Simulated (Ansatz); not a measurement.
```yaml
crystal:
  lattice:
    - [0.00000, 2.04200, 2.04200]
    - [2.04200, 0.00000, 2.04200]
    - [2.04200, 2.04200, 0.00000]
  atoms:
    - { symbol: Li, position: [0.00000, 0.00000, 0.00000] }
    - { symbol: H, position: [0.50000, 0.50000, 0.50000] }
```

```
orbitals        : r²SCAN
datasets        : all-electron datasets in plane waves (scalar-relativistic, Gaussian nuclei)
k mesh          : 4×4×4
empty bands     : 110
response cutoff : 200 eV
wave cutoff     : 2100 eV
frequencies     : contour deformation
q → 0 term      : analytic weight of Carrier, Rohra and Görling
band sums       : cut at the band count
```

Program: Ansatz. The Kohn-Sham gap (direct at k = (0, -0.5, -0.5)) is 3.66 eV.

(1) By how much does G0W0 change the gap?

Answers

(1) By +1.60 eV, to 5.26 eV. The valence edge moves by -1.23 eV (Z = 0.77) and the conduction edge by +0.37 eV (Z = 0.81).

The cell is a model at fixed atoms and needn't be the relaxed known crystal. Points k are given in fractions of the reciprocal vectors. The mesh is coarse, so these are values at the stated settings, not converged ones. Band sums or response are cut, so the gap isn't at its basis limit. The gap is read on the mesh, and the crystal's band edges can lie off it. With r²SCAN or HSE06 the Kohn-Sham levels are generalised ones.
